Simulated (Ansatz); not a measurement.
Calculated with Ansatz (gas phase, PBE0-D4/def2-TZVP geometries, no zero-point term in ΔE). CBS: MP2 limit from def2 TZ/QZ plus the TZ coupled-cluster correction, frozen cores. Functionals use def2-TZVPP. Each species was taken in one conformer, which may not be the lowest.

Reaction (ligand exchange at the Al–C bond): `NCC[CH2][AlH2]` + `CCCS` → `CCC[S][AlH2]` + `CCCN`

```tsv
level	ΔE (kJ/mol)
PBE0-D4	-127.2
MP2/def2-TZVPP	-132.5
CCSD(T)/def2-TZVPP	-129.8
CCSD/CBS(def2)	-132.0
```

Task: What does CCSD(T)/CBS give? (An estimate is asked.)

Result: The calculation gave: -131.4 kJ/mol. The listed levels differ from it by 4.2, -1.1, 1.6, -0.6 kJ/mol.

Largest T1 diagnostic among the species: 0.010.

In def2-TZVPP, CCSD(T) changes the Hartree–Fock value by +12.7 kJ/mol (the triples alone add +0.6 kJ/mol) and MP2 by +10.0 kJ/mol.

CCSD(T)/CBS has its own doubt, a few kJ/mol and more with outer-core shells, so smaller differences from it don't rank the levels.
